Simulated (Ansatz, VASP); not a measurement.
**SiGe3 in VASP and in Ansatz**

Contents of INCAR:

```
SYSTEM = SiGe3
PREC     = Accurate       ! precision mode
ENCUT    = 520            ! plane-wave cutoff, eV
EDIFF    = 1E-6           ! SCF threshold, eV
ISMEAR   = -1             ! smearing method
SIGMA    = 0.02           ! smearing width, eV
LREAL    = .False.        ! projectors in reciprocal space
LASPH    = .True.         ! aspherical terms in the spheres
NELM     = 100            ! most SCF steps
ALGO     = Fast           ! electronic algorithm
ISIF     = 2              ! what is computed and relaxed
LWAVE    = .False.        ! write WAVECAR
LCHARG   = .True.         ! write CHGCAR
GGA      = PE             ! functional
LELF     = .True.         ! ELF
LVHAR    = .True.       
NBANDS   = 31             ! bands
```

File KPOINTS:

```
regular mesh
0
Gamma
  6 6 6
  0 0 0
```

Contents of POSCAR:

```
SiGe3
1.0
    4.1568903570      0.0000000000      0.0000000000
    0.0000000000      4.1568903570      0.0000000000
    0.0000000000      0.0000000000      5.3986896190
Si Ge
1 3
Direct
    0.0000000000      0.0000000000      0.0000000000
    0.0000000000      0.5000000000      0.2439064404
    0.5000000000      0.5000000000      0.5000000000
    0.5000000000      0.0000000000      0.7560935596
```

Input for Ansatz:

```yaml
crystal:
  lattice:
    - [4.156890357, 0.0, 0.0]
    - [0.0, 4.156890357, 0.0]
    - [0.0, 0.0, 5.398689619]
  atoms:
    - { symbol: Si, position: [0.0, 0.0, 0.0] }
    - { symbol: Ge, position: [0.0, 0.5, 0.2439064404] }
    - { symbol: Ge, position: [0.5, 0.5, 0.5] }
    - { symbol: Ge, position: [0.5, 0.0, 0.7560935596] }
kpoints:
  mp_grid: { grid: [6, 6, 6] }
  band_path:
    path:
      - [0.0, 0.0, 0.0]
      - [0.0, 0.5, 0.0]
      - [0.5, 0.5, 0.0]
      - [0.0, 0.0, 0.5]
      - [0.0, 0.5, 0.5]
      - [0.5, 0.5, 0.5]
      - [0.0, 0.0, 0.05]
    npoints: 1
hamiltonian:
  xc: pbe
scf:
  occupations: { method: fermi_dirac, width: 0.02 }
  n_extra_bands: 5
output:
  forces: true
  stress: true
  eigenvalues: true
```

Change from the starting cell: epitaxial_xy strain +4.7%.

Alike in both runs: task single point; functional PBE; k mesh 6 × 6 × 6; occupations fermi-dirac, width 0.02 eV; no spin polarisation.

```csv
,VASP,Ansatz
version,VASP 6.6.1,Ansatz 0.2.0
potentials or method,"VASP PAW PBE potentials, release 64 (Si, Ge_d)","plane waves, PAW"
plane-wave cutoff (eV),520,420
valence electrons in the cell,46,46
```

Ansatz gave:

- pressure (GPa): -1.3
- largest component of the traceless stress (GPa): 3.44
- rms of the force components (eV/Å): 0.018

Task: Which values does VASP return?

Result: Pressure (GPa): -1.5; largest component of the traceless stress (GPa): 3.45; rms of the force components (eV/Å): 0.020.

Atom by atom the forces differ by 0.002 eV/Å (rms over components). With one functional, cell and mesh, what is left measures potentials, basis and numerics.
